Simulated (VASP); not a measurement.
Runs of VASP 6.6.1 on BP. It takes space group F-43m (No. 216, cubic). Conventional cell: a = 4.538 Å, b = 4.538 Å, c = 4.538 Å, α = 90.00°, β = 90.00°, γ = 90.00°. P (site symmetry -43m) has 4 B at 1.97 Å as nearest neighbours. Around B (site symmetry -43m) lie 4 P at 1.97 Å. 

```tsv
level	potentials or basis	other keys	gap on the mesh (eV)	pressure (GPa)
PBEsol	VASP PAW PBE potentials, release 64 (P, B)	-	1.13	-
PW91	VASP PAW PBE potentials, release 64 (P, B)	-	1.27	-
TB-mBJ	VASP PAW PBE potentials, release 64 (P, B)	-	2.08	-
AM05	VASP PAW PBE potentials, release 64 (P, B)	-	1.14	-
r2SCAN	VASP PAW PBE potentials, release 64 (P, B)	-	1.45	-0.7
LDA	VASP PAW LDA potentials, release 64 (P, B)	-	1.19	-
SCAN	VASP PAW PBE potentials, release 64 (P, B)	-	1.54	-1.7
LDA	VASP PAW LDA potentials, release 64 (P, B)	MAXMIX = 10	1.19	-5.3
RPBE	VASP PAW PBE potentials, release 64 (P, B)	-	(a)	-
BLYP	VASP PAW PBE potentials, release 64 (P, B)	-	1.54	-
TPSS	VASP PAW PBE potentials, release 64 (P, B)	-	1.26	0.7
revPBE	VASP PAW PBE potentials, release 64 (P, B)	-	(b)	-
```

Alike in all rows: task band structure; no spin polarisation; cell as given; k mesh 10 × 10 × 10; cutoff (eV) 520; smearing fermi-dirac 0.05 eV.

Question: Fill in the values left out.

Answer: (a) 1.25; (b) 1.24.

Caveats: the PAW data sets were made with another functional, which shifts forces and pressure a little (some runs).

Runs at the PBE level aren't shown here.
